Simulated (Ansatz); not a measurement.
## BAs: stiffness from a series of strains

```
CELL_PARAMETERS angstrom
0.00000 2.38850 2.38850
2.38850 0.00000 2.38850
2.38850 2.38850 0.00000
ATOMIC_POSITIONS crystal
B 0.00000 0.00000 0.00000
As 0.75000 0.75000 0.75000
```

Atom numbers follow the list: B1, As2.

The cell is COD entry 9008833, as deposited and not checked against the literature; nothing was relaxed.

Theory: Ansatz 0.2.0, DFT, PBE, all-electron LAPW, scalar-relativistic.

Settings: a Γ-centred 15×15×15 k mesh, Fermi–Dirac smearing of 0.03 eV, basis error target 0.25 meV/atom, no spin polarisation.

The strain is applied along the Cartesian axes of the cell as listed (the other components stay zero). Fractional coordinates are held (clamped ions).

σ is the change of stress from the unstrained cell, which is at 2.73 GPa; tension is positive, so slopes are stress–strain coefficients at that pressure.

Only quantities that a quadratic follows smoothly over the whole series are listed; rougher ones are left out.

| εzz | σzz (GPa) | σxx (GPa) |
| --- | --- | --- |
| -0.0300 | -8.72 | -2.54 |
| -0.0200 | -5.75 | -1.62 |
| 0.0000 | 0.00 | 0.00 |
| 0.0100 | 2.77 | 0.70 |
| 0.0200 | 5.48 | 1.33 |
| 0.0300 | 8.12 | 1.90 |

Fit the series and read off the stiffness at zero strain.

Least-squares fits y = p0 + p1 x + p2 x² to the rows give σzz (GPa): p1 = 281, p2 = -330; σxx (GPa): p1 = 73.9, p2 = -350. So C11 = 281 GPa and C12 = 74 GPa, which gives B = (C11 + 2 C12)/3 = 143 GPa.

One run, at εzz = -0.0100, is withheld. Predict its row.

The fits give -2.84, -0.78; the run gave -2.84, -0.77.
